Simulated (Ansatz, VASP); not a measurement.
## Si in VASP and in Ansatz

File INCAR:

```
ALGO     = Normal         # electronic algorithm
EDIFF    = 1E-6           # SCF threshold, eV
ENCUT    = 520            # plane-wave cutoff, eV
GGA      = CA             # functional
ISIF     = 2              # what is computed and relaxed
ISMEAR   = -1             # smearing method
LASPH    = T              # aspherical terms in the spheres
LCHARG   = F              # write CHGCAR
LREAL    = F              # projectors in reciprocal space
LWAVE    = F              # write WAVECAR
NBANDS   = 11             # bands
NELM     = 80             # most SCF steps
PREC     = Accurate       # precision mode
SIGMA    = 0.15           # smearing width, eV
```

KPOINTS

```
k-points
0
Gamma
  8 8 8
```

Contents of POSCAR:

```
Si
1.0
    0.0000000000      2.7035831784      2.7035831784
    2.7035831784      0.0000000000      2.7035831784
    2.7035831784      2.7035831784      0.0000000000
Si
2
Direct
    0.5000000000      0.5000000000      0.5000000000
    0.7500000000      0.7500000000      0.7500000000
```

The input input.yaml:

```yaml
crystal:
  lattice:
    - [0.0, 2.7035831784, 2.7035831784]
    - [2.7035831784, 0.0, 2.7035831784]
    - [2.7035831784, 2.7035831784, 0.0]
  atoms:
    - { symbol: Si, position: [0.5, 0.5, 0.5] }
    - { symbol: Si, position: [0.75, 0.75, 0.75] }
kpoints:
  mp_grid: { grid: [8, 8, 8] }
scf:
  occupations: { method: fermi_dirac, width: 0.15 }
hamiltonian:
  xc: lda
  pseudopotentials:
    kind: all_electron
    lapw: { basis_error: 0.0005 }
    nuclear_model: point
output:
  forces: true
  stress: true
  eigenvalues: true
```

Change from the starting cell: volume scaled by 0.98.

Alike in both runs: task single point; functional LDA; k mesh 8 × 8 × 8; occupations fermi-dirac, width 0.15 eV; no spin polarisation.

|  | VASP | Ansatz |
| --- | --- | --- |
| version | VASP 6.6.1 | Ansatz 0.2.0 |
| potentials or method | VASP PAW LDA potentials, release 64 (Si) | all-electron LAPW, point nuclei |
| plane-wave cutoff (eV) | 520 | see its input |

|  | VASP | Ansatz | Ansatz less VASP |
| --- | --- | --- | --- |
| gap on the k mesh at the Fermi level (eV) | 0.50 | 0.50 | +0.004 |
| least direct gap on the mesh (eV) | 2.53 | 2.53 | +0.004 |
| pressure (GPa) | -0.3 | -0.4 | -0.10 |

Ansatz ran all-electron here, so the differences hold the error of VASP's frozen core and of both bases.

A k mesh can miss the band edges.
